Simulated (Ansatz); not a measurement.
Clean, relaxed (110) slab of Ge (Fd-3m (No. 227)), 4 planes, outer planes Ge (top) and Ge (bottom):

```
Ge
1.0
     4.01337    0.00000    0.00000
     0.00000    5.67576    0.00000
     0.00000    0.00000   23.02005
Ge
8
Direct
  0.50000 0.00000 0.36924
  0.00000 0.25000 0.36924
  0.00000 0.50000 0.45641
  0.50000 0.75000 0.45641
  0.50000 0.99882 0.54612
  0.00000 0.25118 0.54612
  0.00000 0.50279 0.63248
  0.50000 0.74721 0.63248
```

All numbers below come from Ansatz 0.2.0, DFT PBEsol, scalar-relativistic, plane waves, PAW. Plane waves to 420 eV, a k mesh through Γ of 7×5×1 on the computed 8-atom cell and Gaussian smearing (0.10 eV); no spin polarisation. The cell repeats along c with a dipole correction in the vacuum.

Each adsorbate, one a 1×1 cell of 22.8 Å², is relaxed from two or three sites of the top face, and its lowest end is kept. E_ads counts from the clean slab and the free, spin-polarised adsorbate; heights from the highest slab atom; Δp along +c.

```json
{"adsorbate": "S", "lowest E_ads (eV)": "-4.28", "bonded neighbours": "1", "height (Å)": "0.92", "Δp (e·Å)": "-0.043"}
{"adsorbate": "Ge", "lowest E_ads (eV)": "-4.04", "bonded neighbours": "3", "height (Å)": "0.43", "Δp (e·Å)": "+0.074"}
{"adsorbate": "Se", "lowest E_ads (eV)": "-4.03", "bonded neighbours": "3", "height (Å)": "1.09", "Δp (e·Å)": "-0.018"}
```

(1) What do you expect for Mg?

Answers

(1) E_ads = -2.54 eV, 3 bonded neighbours, height 0.71 Å, Δp = +0.186 e·Å. That is the weakest of the 4.